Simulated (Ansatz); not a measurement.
Pt (Fm-3m) under several functionals

**Experimental background.**

A printed reference work, textbook reports, for a bulk crystal of Pt at 300 K: lattice constant a 3.9239 Å.

Plane-wave DFT in Ansatz with scalar-relativistic PAW potentials. The same structure was relaxed (cell and atoms, symmetry kept) in separate runs at each level. No spin polarisation.

| level | cutoff (eV) | k mesh | V (Å³/atom) | a (Å) | B0 (GPa) |
| --- | --- | --- | --- | --- | --- |
| LDA | 420 | 18×18×18 | 14.758 | 3.894 | – |
| PBEsol | 420 | 18×18×18 | 15.037 | 3.918 | 287 |
| PBE+D3(BJ) | 420 | 18×18×18 | 15.156 | 3.928 | – |
| r2SCAN | 500 | 18×18×18 | 15.293 | 3.940 | 272 |

Q: Where does PBE (420 eV, k mesh 18×18×18) fall?

A: V (Å³/atom) 15.644, a (Å) 3.970, B0 (GPa) 248. Its volume is the largest of the set. The usual order of volumes, LDA < PBEsol < PBE, holds here (14.758, 15.037, 15.644 Å³/atom). As a rule LDA overbinds; PBEsol, built on the gradient expansion of slowly varying densities, lies between LDA and PBE; PBE's stronger gradient term for exchange weakens bonds. Adding D3 to PBE changes the volume by -3.1 %; the term is attractive, so it pulls cells in. In metals the pairwise form ignores screening by the conduction electrons and often pulls in too far. r2SCAN lies 2.2 % under PBE in volume. B0 goes from 287.4 to 248.0 GPa as the volume grows by 4.0 %; on one curve with B' = 5.4 the volume alone, B ∝ V^(−B'), would give 231.9 GPa, and the rest of the difference is the functional's own stiffness.

For PBE: Measured lattice constant a of Pt: 3.9239 Å (300 K; a printed reference work, textbook). This calculation gives 3.970 Å (+1.2 %). The calculations are for 0 K without zero-point motion.

Spin–orbit coupling is left out, which can shift energies with elements as heavy as these.